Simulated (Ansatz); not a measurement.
# Mg$_{2}$Si (Fm-3m) under pressure

```
CELL_PARAMETERS angstrom
3.16925 3.16925 0.00000
-3.16925 3.16925 0.00000
0.00000 3.16925 3.16925
ATOMIC_POSITIONS crystal
Mg 0.25000 0.75000 0.50000
Mg 0.75000 0.25000 0.50000
Si 0.00000 0.00000 0.00000
```

This is the zero-pressure cell under r²SCAN. Cell and atoms are relaxed by PAW (default files of Ansatz 0.2.0, cutoff 500 eV, stress met within about 0.05 GPa) at each pressure, in this structure whether or not another phase would take over; P is the pressure reached, less that of this cell. Levels come from r²SCAN, PAW on Ansatz 0.2.0's default frozen-core files (fitted under PBE), scalar-relativistic; k mesh 6×6×6, fixed occupations, cutoff 500 eV. Conduction levels are in eV over the valence top (at Γ), at fixed fractional wave vectors. Zone-centre phonons come from finite displacements by PAW, without the LO-TO term.

```csv
P (GPa),V/V₀,X,L,T2g (cm⁻¹),T1u TO (cm⁻¹)
-2.01,1.0377,0.480,1.602,251.9,264.6
0.00,1.0000,0.441,1.753,264.5,283.9
1.98,0.9686,0.405,1.885,275.8,300.7
4.01,0.9407,0.369,2.007,286.3,316.1
7.00,0.9058,0.320,2.168,300.4,336.5
10.02,?,?,?,?,?
14.99,0.8347,0.200,2.524,332.4,381.7
```

Q: Fit the third-order Birch-Murnaghan equation to the rows shown.

A: With f = [(V₀/V)^(2/3) − 1]/2, the normalised pressure F = P/[3f(1 + 2f)^(5/2)] is 58.4 GPa at f = -0.0122, 58.1 GPa at f = 0.0107, 58.1 GPa at f = 0.0208, 58.0 GPa at f = 0.0341, 57.8 GPa at f = 0.0640. The line F = B₀[1 + (3/2)(B′ − 4)f] gives B₀ = 58.3 GPa and B′ = 3.9.

Q: What are the volume deformation potentials and pressure coefficients of these levels at zero pressure?

A: 

| level | dE/dlnV (eV) | dE/dP = −(dE/dlnV)/B₀ (meV/GPa) | mean slope up to 2.0 GPa (meV/GPa) |
| --- | --- | --- | --- |
| X | 1.10 | -18.8 | -18.4 |
| L | -4.11 | 70.5 | 66.8 |

dE/dlnV is the slope of a cubic fit in ln V at V₀. The last column is read from two rows and shows how the slope bends with pressure. A level that another band crosses inside the range is left out of the tables.

Q: What mode Grüneisen parameters follow?

A: γ = −d ln ω/d ln V at V₀ from a quadratic fit in ln V: T2g 1.31, T1u 1.84.

Q: What belongs in the row at 10.02 GPa?

A: The fits give V/V₀ = 0.8758 and X = 0.273 eV. Computed: V/V₀ = 0.8758, X = 0.273, L = 2.313, T2g (cm⁻¹) = 313.2, T1u TO (cm⁻¹) = 354.9.

Known limits: no other phase was computed; many crystals of this kind change structure within this range, and rows or crossings beyond such a change describe a metastable lattice; frozen-core PAW files fitted under PBE, their cores solved anew for the functional of the run; semilocal gaps are low, and the spacing of valleys can be off by tenths of an eV; levels are read at fixed fractional k, so an edge that moves off these points is missed.
